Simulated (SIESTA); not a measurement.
TePb:

```xyz
2
Lattice="0.0000 3.2310 3.2310 3.2310 0.0000 3.2310 3.2310 3.2310 0.0000" Properties=species:S:1:pos:R:3 pbc="T T T"
Pb    0.0000    0.0000    0.0000
Te    3.2310    3.2310    3.2310
```

Base run:

```yaml
Program: SIESTA 5.4.2
Functional: vdW-DF-cx
Potentials_or_basis: PseudoDojo 0.4 standard (PBE files)
Basis: DZP (energy shift 0.003 Ry; two zetas on semicore shells)
Grid_cutoff: 500 Ry
Energy_shift: 0.003 Ry
k_mesh: 7 × 7 × 7
Occupations: fermi-dirac, width 0.05 eV
Spin: no spin polarisation
```

Its results: pressure 0.7 GPa.

The run is repeated on the same cell with these changes: functional from vdW-DF-cx to BLYP. What comes out?

Pressure 5.5 GPa.

Caveats: the potentials were made for another functional, which shifts forces and pressure; the basis of atomic orbitals isn't converged, which shifts pressures, moduli and gaps.
